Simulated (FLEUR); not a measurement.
C under changes of volume

One of the cells (9.153 Å³/atom); the others are scaled copies at fixed shape and fractional positions:

```
CELL_PARAMETERS angstrom
2.12732 -1.22828 0.00000
2.12732 1.22828 0.00000
-1.37907 0.00000 3.50283
ATOMIC_POSITIONS crystal
C 0.16664 0.16664 0.99991
C 0.83336 0.83336 0.00009
```

This is a stacking variant of graphite.

```yaml
Program: FLEUR MaX-R8.1 (later development tree)
Functional: r2SCAN
Potentials_or_basis: all-electron
Basis: FLAPW
Kmax: 6 1/bohr
k_mesh: 13 × 13 × 8
Occupations: fermi-dirac, width 0.05 eV
Spin: no spin polarisation
```

```csv
volume (Å³/atom),energy over the lowest point (meV/atom),gap on the mesh (eV)
8.604,30.36,1.02
8.787,?,?
9.153,0.00,0.99
9.519,12.52,0.98
9.702,26.86,0.97
```

Question: What does the run at 8.787 Å³/atom give?

Answer: Energy over the lowest point 13.06 meV/atom; gap on the mesh 1.01 eV.

Worked out: A Birch-Murnaghan fit of order 2 (a polynomial in V^(-2/3)) to the other rows has its minimum at 9.14 Å³/atom with B0 = V·E''(V) = 278 GPa at fixed shape and positions, which overstates the stiffness. It gives 12.76 meV/atom at 8.787 Å³/atom, against the run's 13.06. A straight line through the other rows of the gap, of slope -0.404 eV per unit of ln V, gives 1.01 eV, against the run's 1.01.

Energies are extrapolated to zero smearing.

Caveats: the meta-GGA is that of a development version, with a GGA for the radial functions and cores and without core tails; an odd mesh through Γ misses points on the zone boundary, where band edges often lie.
